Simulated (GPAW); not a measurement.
# AlRu (Pm-3m) in GPAW: a series of runs

Aim: see how the results for AlRu move with the level of theory and the settings. Levels: r2SCAN, revPBE, vdW-DF-cx. Tasks: band structure.

All numbers are computed with GPAW 26.7.0; they aren't measurements. Logs are shortened: lines on timing, memory, paths and dates and some standing lists are left out, and cuts for length are marked. The log counts tension as positive stress, the text compression.

### Step 1. Starting point

The structure is cubic, space group Pm-3m (No. 221). The conventional cell has a = 2.992 Å, b = 2.992 Å, c = 2.992 Å, α = 90.00°, β = 90.00°, γ = 90.00°. Ru (site symmetry m-3m) has 8 Al at 2.59 Å as nearest neighbours. Al (site symmetry m-3m) is surrounded by 8 Ru at 2.59 Å.

### Step 2. Band structure, r2SCAN

Contents of run.py:

```python
from ase.dft.bandgap import bandgap
from ase.io import read, write
from ase.units import GPa
from gpaw import GPAW, PW

atoms = read('AlRu.xyz')

calc = GPAW(mode=PW(600),
            xc='MGGA_X_R2SCAN+MGGA_C_R2SCAN',
            kpts={'size': (9, 9, 9), 'gamma': True},
            occupations={'name': 'fermi-dirac', 'width': 0.05},
            nbands=20,
            convergence={'density': 1e-05, 'energy': 1e-05},
            maxiter=150,
            txt='gpaw.txt')
atoms.calc = calc
energy = atoms.get_potential_energy()
forces = atoms.get_forces()
stress = atoms.get_stress()
calc.write('gs.gpw')
write('result.traj', atoms)
print(f'Energy: {energy:.6f} eV')
print('Forces (eV/A):')
print(forces.round(4))
print('Stress (GPa):', (stress / GPa).round(3))
print('Fermi level:', round(calc.get_fermi_level(), 4), 'eV')
print(f'Gap: {bandgap(calc)[0]:.4f} eV, direct: {bandgap(calc, direct=True)[0]:.4f} eV')

path = atoms.cell.bandpath('GXMGRX,MR', npoints=100, eps=1e-4)
bs_calc = calc.fixed_density(kpts=path, symmetry='off', nbands=30,
                             convergence={'bands': 'CBM+6.0', 'eigenstates': 1e-6}, txt='bands.txt')
bs = bs_calc.band_structure()
bs.write('bs.json')
print(f'Gap on the path: {bandgap(bs_calc)[0]:.4f} eV')
```

Contents of AlRu.xyz:

```xyz
2
Lattice="2.9916000000 0.0000000000 0.0000000000 0.0000000000 2.9916000000 0.0000000000 0.0000000000 0.0000000000 2.9916000000" Properties=species:S:1:pos:R:3 pbc="T T T"
Ru     1.4958000000      1.4958000000      1.4958000000
Al     0.0000000000      0.0000000000      0.0000000000
```

Potentials or basis: GPAW PAW data sets (gpaw-data 1.2.1), pw.

Run with:

```bash
$ OMP_NUM_THREADS=1 python run.py
```

gpaw.txt:

```text
__  _  _
 | _ |_)|_||  |
 |__||  | ||/\| - 26.7.0

Input parameters:
  mode=PW(ecut=600.0),
  convergence={'density': 1e-05, 'energy': 1e-05},
  kpts=MonkhorstPack(size=(9, 9, 9), gamma=True),
  maxiter=150,
  nbands=20,
  occupations=Occupations(name='fermi-dirac', width=0.05),
  xc=XC(name='MGGA_X_R2SCAN+MGGA_C_R2SCAN')

Diagonalizing LCAO Hamiltonian
Converting LCAO to pw mode
   .------.
  /|      |
 * |      |
 | |  Ru  |
 | .------.
 |/      /
 Al-----*

Atoms  # Å, Bohr magnetons
|   | symbol |        x |        y |        z |    initial magnetic moments |
|---|--------|----------|----------|----------|-----------------------------|
| 0 |     Ru | 1.495800 | 1.495800 | 1.495800 | ( 0.0000,  0.0000,  0.0000) |
| 1 |     Al | 0.000000 | 0.000000 | 0.000000 | ( 0.0000,  0.0000,  0.0000) |

Unit cell  # Å
| periodic |        x |        y |        z |  lengths |    angles |
|----------|----------|----------|----------|----------|-----------|
|      yes | 2.991600 | 0.000000 | 0.000000 | 2.991600 | 90.000000 |
|      yes | 0.000000 | 2.991600 | 0.000000 | 2.991600 | 90.000000 |
|      yes | 0.000000 | 0.000000 | 2.991600 | 2.991600 | 90.000000 |

Number of symmetries: 48
Symmetry operations  # r_c * U_cc + t_c -> r_c
|    | kind |            matrix            |
|----|------|------------------------------|
|  0 |  E   |  1, 0, 0,  0, 1, 0,  0, 0, 1 |
|  1 |  σ   |  1, 0, 0,  0, 1, 0,  0, 0,-1 |
|  2 |  σ   |  1, 0, 0,  0, 0, 1,  0, 1, 0 |
|  3 |  C4  |  1, 0, 0,  0, 0, 1,  0,-1, 0 |
|  4 |  C4  |  1, 0, 0,  0, 0,-1,  0, 1, 0 |
|  5 |  σ   |  1, 0, 0,  0, 0,-1,  0,-1, 0 |
|  6 |  σ   |  1, 0, 0,  0,-1, 0,  0, 0, 1 |
|  7 |  C2  |  1, 0, 0,  0,-1, 0,  0, 0,-1 |
|  8 |  σ   |  0, 1, 0,  1, 0, 0,  0, 0, 1 |
|  9 |  C2  |  0, 1, 0,  1, 0, 0,  0, 0,-1 |
| 10 |  C3  |  0, 1, 0,  0, 0, 1,  1, 0, 0 |
| 11 |  S6  |  0, 1, 0,  0, 0, 1, -1, 0, 0 |
| 12 |  S6  |  0, 1, 0,  0, 0,-1,  1, 0, 0 |
| 13 |  C3  |  0, 1, 0,  0, 0,-1, -1, 0, 0 |
| 14 |  C4  |  0, 1, 0, -1, 0, 0,  0, 0, 1 |
| 15 |  S4  |  0, 1, 0, -1, 0, 0,  0, 0,-1 |
| 16 |  C3  |  0, 0, 1,  1, 0, 0,  0, 1, 0 |
| 17 |  S6  |  0, 0, 1,  1, 0, 0,  0,-1, 0 |
| 18 |  σ   |  0, 0, 1,  0, 1, 0,  1, 0, 0 |
| 19 |  C4  |  0, 0, 1,  0, 1, 0, -1, 0, 0 |
| 20 |  C2  |  0, 0, 1,  0,-1, 0,  1, 0, 0 |
| 21 |  S4  |  0, 0, 1,  0,-1, 0, -1, 0, 0 |
| 22 |  S6  |  0, 0, 1, -1, 0, 0,  0, 1, 0 |
| 23 |  C3  |  0, 0, 1, -1, 0, 0,  0,-1, 0 |
| 24 |  S6  |  0, 0,-1,  1, 0, 0,  0, 1, 0 |
| 25 |  C3  |  0, 0,-1,  1, 0, 0,  0,-1, 0 |
| 26 |  C4  |  0, 0,-1,  0, 1, 0,  1, 0, 0 |
| 27 |  σ   |  0, 0,-1,  0, 1, 0, -1, 0, 0 |
| 28 |  S4  |  0, 0,-1,  0,-1, 0,  1, 0, 0 |
| 29 |  C2  |  0, 0,-1,  0,-1, 0, -1, 0, 0 |
| 30 |  C3  |  0, 0,-1, -1, 0, 0,  0, 1, 0 |
| 31 |  S6  |  0, 0,-1, -1, 0, 0,  0,-1, 0 |
| 32 |  C4  |  0,-1, 0,  1, 0, 0,  0, 0, 1 |
| 33 |  S4  |  0,-1, 0,  1, 0, 0,  0, 0,-1 |
| 34 |  S6  |  0,-1, 0,  0, 0, 1,  1, 0, 0 |
| 35 |  C3  |  0,-1, 0,  0, 0, 1, -1, 0, 0 |
| 36 |  C3  |  0,-1, 0,  0, 0,-1,  1, 0, 0 |
| 37 |  S6  |  0,-1, 0,  0, 0,-1, -1, 0, 0 |
| 38 |  σ   |  0,-1, 0, -1, 0, 0,  0, 0, 1 |
| 39 |  C2  |  0,-1, 0, -1, 0, 0,  0, 0,-1 |
| 40 |  σ   | -1, 0, 0,  0, 1, 0,  0, 0, 1 |
| 41 |  C2  | -1, 0, 0,  0, 1, 0,  0, 0,-1 |
| 42 |  C2  | -1, 0, 0,  0, 0, 1,  0, 1, 0 |
| 43 |  S4  | -1, 0, 0,  0, 0, 1,  0,-1, 0 |
| 44 |  S4  | -1, 0, 0,  0, 0,-1,  0, 1, 0 |
| 45 |  C2  | -1, 0, 0,  0, 0,-1,  0,-1, 0 |
| 46 |  C2  | -1, 0, 0,  0,-1, 0,  0, 0, 1 |
| 47 |  i   | -1, 0, 0,  0,-1, 0,  0, 0,-1 |

BZ-sampling:
  Number of BZ points: 729
  Number of IBZ points: 35

  Monkhorst-Pack size: [9, 9, 9]
  Monkhorst-Pack shift: [0, 0, 0]

K-points  # in reciprocal-cell coordinates
|     |                                coordinates |     weight |
|-----|--------------------------------------------|------------|
|   0 | (  0.00000000,   0.00000000,   0.00000000) | 0.00137174 |
|   1 | (  0.11111111,   0.00000000,   0.00000000) | 0.00823045 |
|   2 | (  0.11111111,   0.11111111,   0.00000000) | 0.01646091 |
|   3 | (  0.11111111,   0.11111111,   0.11111111) | 0.01097394 |
|   4 | (  0.22222222,   0.00000000,   0.00000000) | 0.00823045 |
|   5 | (  0.22222222,   0.11111111,   0.00000000) | 0.03292181 |
|   6 | (  0.22222222,   0.11111111,   0.11111111) | 0.03292181 |
|   7 | (  0.22222222,   0.22222222,   0.00000000) | 0.01646091 |
|   8 | (  0.22222222,   0.22222222,   0.11111111) | 0.03292181 |
|   9 | (  0.22222222,   0.22222222,   0.22222222) | 0.01097394 |
| ... |                                            |            |
|  34 | (  0.44444444,   0.44444444,   0.44444444) | 0.01097394 |

Plane wave coefficients: 922
Cutoff: 600.0 eV

Spin-components: 1 (collinear spins)
Bands:           20
Projectors:      11
Spin-degeneracy: 2
Datatype:        complex128

Parallelization:
  kpt:    1
  domain: 1
  band:   1

Density:
  Valence electrons: 19.0
  Components: 1
  Grid points: [18 18 18]
  Charge: 0.0  # |e|

Potential:
  Grid points: [18 18 18]

species:
  Ru:
    name:    Ruthenium
    Z:       44.0
    valence: 16
    core:    28
    charge:  0.0  # [|e|]
    compensation charges:
      type: gauss
      rc: 0.39  # [Å]
      lmax: 2
    cutoffs:
      filter: 2.16  # [Å]
      core: 1.30  # [Å]
    projectors
    | kind |    occ | energy [eV] | rcut [Å] |
    |------|--------|-------------|----------|
    |   4s |  2.000 |     -76.316 |    1.281 |
    |   5s |  1.000 |      -4.236 |    1.281 |
    |   4p |  6.000 |     -46.423 |    1.286 |
    |   5p |  0.000 |      -0.913 |    1.286 |
    |   4d |  7.000 |      -5.203 |    1.254 |
    |    d |        |      22.008 |    1.254 |

    Using partial waves for Ru as LCAO basis

  Al:
    name:    Aluminium
    Z:       13.0
    valence: 3
    core:    10
    charge:  0.0  # [|e|]
    compensation charges:
      type: gauss
      rc: 0.34  # [Å]
      lmax: 2
    cutoffs:
      filter: 1.91  # [Å]
      core: 2.36  # [Å]
    projectors
    | kind |    occ | energy [eV] | rcut [Å] |
    |------|--------|-------------|----------|
    |   3s |  2.000 |      -7.753 |    1.085 |
    |   3p |  1.000 |      -2.712 |    1.085 |
    |    s |        |      19.459 |    1.085 |
    |    p |        |      24.499 |    1.085 |
    |    d |        |       0.000 |    1.085 |

    Using partial waves for Al as LCAO basis

Reference energy: -129848.548248  # eV

eigensolver:
  PPCG
  Converge bands: occupied
  niter=2

density mixing:
  MSR1-Mixer
  Pratt-step length: 0.05
  Maximum mixing coefficient: 0.75
  Old densities: 10
  SVD Regularization: 0.005
  Good broyden scale: 1.0
  Trust region scale: 1.0
  Backstep threshold: 4.0
  History deletion threshold: 6.0
  Fourier metric: weight=20.0, sigma=0.015

occupation numbers:
  Fermi-Dirac:
    width: 0.0500  # eV

poisson solver:
  ecut: 4800.0  # eV

xc functional:
  name: MGGA_X_R2SCAN+MGGA_C_R2SCAN with 2 nearest neighbor stencil

convergence criteria:
- Maximum integral of absolute [dens]ity change: 1e-05 electrons / valence electron
- Maximum [total energy] change in last 3 cyles: 1e-05 eV / valence electron
- Maximum integral of absolute [eigenst]ate change: 4e-08 eV^2 / valence electron
maximum number of iterations: 150

SCF iterations
|iter     | |      energy | eigst |  dens |
|---------|-|-------------|-------|-------|
|iter:   1| |  -34.740773 | +0.44 |       |
|iter:   2| |  -30.111330 | -1.84 | -1.03 |
|iter:   3| |  -29.616420 | -1.79 | -1.10 |
|iter:   4| |  -29.624309 | -2.84 | -1.58 |
|iter:   5| |  -29.631834 | -2.93 | -1.87 |
|iter:   6| |  -29.632349 | -4.84 | -2.76 |
|iter:   7| |  -29.632471 | -5.02 | -3.11 |
|iter:   8| |  -29.632471c| -7.29 | -4.17 |
|iter:   9| |  -29.632470c| -8.22c| -4.67 |
|iter:  10| |  -29.632470c| -9.72c| -5.98c|

Converged in 10 steps
Energy contributions relative to reference atoms: (reference = -129848.548248)

Energy contributions:
  Kinetic:          -1.102491
  Coulomb:           0.869858
  Zero:             -0.294865
  External:          0.000000
  Xc:              -29.096999
  Entropy:          -0.015945
  Spinorbit:         0.000000
  ----------------------------
  Free energy:     -29.640443
  Extrapolated:    -29.632470

dipole moment: (-5.094793, -5.094793, -5.094793)  # |e|*Ang

Fermi level: 10.258
Eigenvalues  # (at kpt = [0.000, 0.000, 0.000])
| band index |      eig [eV] | occ [0-2] |
|------------|---------------|-----------|
|          0 |       -63.572 |     2.000 |
|          1 |       -32.767 |     2.000 |
|          2 |       -32.767 |     2.000 |
|          3 |       -32.767 |     2.000 |
|          4 |         0.203 |     2.000 |
|          5 |         6.666 |     2.000 |
|          6 |         6.666 |     2.000 |
|          7 |        10.500 |     0.016 |
|          8 |        10.500 |     0.016 |
|          9 |        10.500 |     0.016 |
|         10 |        16.878 |     0.000 |
|         11 |        16.878 |     0.000 |
|         12 |        16.878 |     0.000 |
|         13 |        21.795 |     0.000 |
|         14 |        21.795 |     0.000 |
|        ... |               |           |
|         19 |        33.281 |     0.000 |

No gap
No difference between direct/indirect transitions

Forces  # eV/Ang
|        x |        y |        z |
|----------|----------|----------|
| -0.00000 | -0.00000 | -0.00000 |  # Ru   0
|  0.00000 | -0.00000 |  0.00000 |  # Al   1

Stress tensor  # eV/Ang^3
|         x |         y |        z |
|-----------|-----------|----------|
|  0.003780 | -0.000000 | 0.000000 |
| -0.000000 |  0.003780 | 0.000000 |
|  0.000000 |  0.000000 | 0.003780 |

# Writing to gs.gpw (mode='')
```

Run time: 3.3 min. Hardware: 1 thread of Intel Xeon at 2.50GHz (Skylake/Cascade Lake), shared host; peak memory 0.34 GiB.

Results:

```yaml
Free_energy: -29.6404 eV
Pressure: -0.6 GPa
Band_gap_along_the_path: none (metal or under the smearing width)
```

Levels at the corners of the path, in eV from the Fermi level:
| point | band 7 | band 8 | band 9 | band 10 | band 11 | band 12 |
| --- | --- | --- | --- | --- | --- | --- |
| Γ | -3.59 | 0.24 | 0.24 | 0.24 | 6.62 | 6.62 |
| X | -2.73 | -1.60 | -1.60 | 0.51 | 2.54 | 7.89 |
| M | -1.39 | -1.39 | -1.16 | -1.16 | 1.74 | 5.74 |
| Γ | -3.59 | 0.24 | 0.24 | 0.24 | 6.62 | 6.62 |
| R | -4.81 | 1.83 | 1.83 | 3.25 | 4.46 | 4.46 |
| X | -2.73 | -1.60 | -1.60 | 0.51 | 2.54 | 7.89 |
| M | -1.39 | -1.39 | -1.16 | -1.16 | 1.74 | 5.74 |
| R | -4.81 | 1.83 | 1.83 | 3.25 | 4.46 | 4.46 |

Caveat: the PAW data sets were made with another functional, which shifts forces and pressure a little.

### Step 3. Band structure, revPBE

Edit run.py of step 2 so:

```diff
@@ -8,3 +8,3 @@
 calc = GPAW(mode=PW(600),
-            xc='MGGA_X_R2SCAN+MGGA_C_R2SCAN',
+            xc='revPBE',
             kpts={'size': (9, 9, 9), 'gamma': True},
```

AlRu.xyz is that of step 2.

Potentials or basis: the program's PAW data sets (release 1.2.1) made for this functional, pw.

Run with:

```bash
$ OMP_NUM_THREADS=1 python run.py
```

Run time: 66 s. Hardware: 1 thread of Intel Xeon at 2.50GHz (Skylake/Cascade Lake), shared host; peak memory 0.23 GiB.

The run converged. Its results:

```
Free energy             : -13.6972 eV
Pressure                : 6.0 GPa
Band gap along the path : none (metal or under the smearing width)
```

Levels at the corners of the path, in eV from the Fermi level:
| point | band 5 | band 6 | band 7 | band 8 | band 9 | band 10 | band 11 | band 12 | band 13 |
| --- | --- | --- | --- | --- | --- | --- | --- | --- | --- |
| Γ | -9.57 | -3.48 | -3.48 | 0.24 | 0.24 | 0.24 | 6.20 | 6.20 | 6.20 |
| X | -5.73 | -5.39 | -2.68 | -1.53 | -1.53 | 0.49 | 2.34 | 7.52 | 11.17 |
| M | -5.93 | -2.97 | -1.29 | -1.29 | -1.10 | -1.10 | 1.57 | 5.40 | 6.32 |
| Γ | -9.57 | -3.48 | -3.48 | 0.24 | 0.24 | 0.24 | 6.20 | 6.20 | 6.20 |
| R | -4.54 | -4.54 | -4.54 | 1.66 | 1.66 | 2.73 | 4.23 | 4.23 | 4.23 |
| X | -5.73 | -5.39 | -2.68 | -1.53 | -1.53 | 0.49 | 2.34 | 7.52 | 11.17 |
| M | -5.93 | -2.97 | -1.29 | -1.29 | -1.10 | -1.10 | 1.57 | 5.40 | 6.32 |
| R | -4.54 | -4.54 | -4.54 | 1.66 | 1.66 | 2.73 | 4.23 | 4.23 | 4.23 |

### Step 4. Band structure, vdW-DF-cx

Edit run.py of step 3 so:

```diff
@@ -2,3 +2,2 @@
 from ase.io import read, write
-from ase.units import GPa
 from gpaw import GPAW, PW
@@ -8,3 +7,3 @@
 calc = GPAW(mode=PW(600),
-            xc='revPBE',
+            xc={'name': 'vdW-DF-cx', 'backend': 'libvdwxc'},
             kpts={'size': (9, 9, 9), 'gamma': True},
@@ -18,3 +17,2 @@
 forces = atoms.get_forces()
-stress = atoms.get_stress()
 calc.write('gs.gpw')
@@ -24,3 +22,2 @@
 print(forces.round(4))
-print('Stress (GPa):', (stress / GPa).round(3))
 print('Fermi level:', round(calc.get_fermi_level(), 4), 'eV')
```

AlRu.xyz is that of step 3.

Potentials or basis: GPAW PAW data sets (gpaw-data 1.2.1), pw.

Run with:

```bash
$ OMP_NUM_THREADS=1 python run.py
```

Wall time 62 s (1 thread of Intel Xeon at 2.50GHz (Skylake/Cascade Lake), shared host); peak memory 0.24 GiB.

The run converged. Its results:

```
Free energy             : 32.3584 eV
Band gap along the path : none (metal or under the smearing width)
```

Levels at the corners of the path, in eV from the Fermi level:
```csv
point,band 5,band 6,band 7,band 8,band 9,band 10,band 11,band 12,band 13
Γ,-9.54,-3.47,-3.47,0.23,0.23,0.23,6.19,6.19,6.19
X,-5.72,-5.36,-2.68,-1.53,-1.53,0.48,2.32,7.58,11.17
M,-5.91,-2.96,-1.26,-1.26,-1.10,-1.10,1.55,5.37,6.32
Γ,-9.54,-3.47,-3.47,0.23,0.23,0.23,6.19,6.19,6.19
R,-4.53,-4.53,-4.53,1.64,1.64,2.72,4.25,4.25,4.25
X,-5.72,-5.36,-2.68,-1.53,-1.53,0.48,2.32,7.58,11.17
M,-5.91,-2.96,-1.26,-1.26,-1.10,-1.10,1.55,5.37,6.32
R,-4.53,-4.53,-4.53,1.64,1.64,2.72,4.25,4.25,4.25
```

Caveat: the PAW data sets were made with another functional, which shifts forces and pressure a little.

### Step 5. Overview

| level | potentials or basis | pressure (GPa) |
| --- | --- | --- |
| r2SCAN | GPAW PAW data sets (gpaw-data 1.2.1), pw | -0.6 |
| revPBE | the program's PAW data sets (release 1.2.1) made for this functional, pw | 6.0 |
| vdW-DF-cx | GPAW PAW data sets (gpaw-data 1.2.1), pw | - |

Alike in all rows: task band structure; no spin polarisation; cell as given; k mesh 9 × 9 × 9; cutoff (eV) 600; smearing fermi-dirac 0.05 eV.

Caveats: the PAW data sets were made with another functional, which shifts forces and pressure a little (some runs).

Absolute energies hang on the potentials; compare differences alone.
